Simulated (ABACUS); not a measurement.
## BeTe: equation of state with PBE

The system is BeTe.

```
Te Be
1.0
     0.00000    2.77000    2.77000
     2.77000    0.00000    2.77000
     2.77000    2.77000    0.00000
Te Be
1 1
Cartesian
  4.1550 4.1550 4.1550
  0.0000 0.0000 0.0000
```

```yaml
Program: ABACUS 3.10.1
Task: equation of state
Functional: PBE
Potentials_or_basis: PseudoDojo NC FR 0.4 PBE standard
Cutoff: 1361 eV
Density_cutoff: 5442 eV
Basis: DZP LCAO (the cutoffs set its grid)
k_mesh: 5 × 5 × 5
Occupations: fermi-dirac, width 0.05 eV
Spin: spin-orbit coupling, no magnetisation
```

| Property | Result |
| --- | --- |
| Equilibrium volume | 23.31 Å³/atom (rough: see the caveat) |
| Bulk modulus | 56 GPa (rough) |

Energy against volume, from the lowest point:
```
volume (Å³/atom)  energy (meV/atom)
          19.979             102.94
          20.829              50.91
          21.679              17.69
          22.529               0.00
```

All runs of the series together: 45 s on 4 threads of Intel(R) Xeon(R) 6975P-C (Granite Rapids), with other jobs on the host.

Caveat: the k mesh is coarse (spacing up to 0.39 Å⁻¹), so the values aren't converged; the atomic orbitals were generated for these runs and aren't a published set; the minimum lies outside the volumes run; the basis of atomic orbitals isn't converged, which shifts pressures, moduli and gaps.
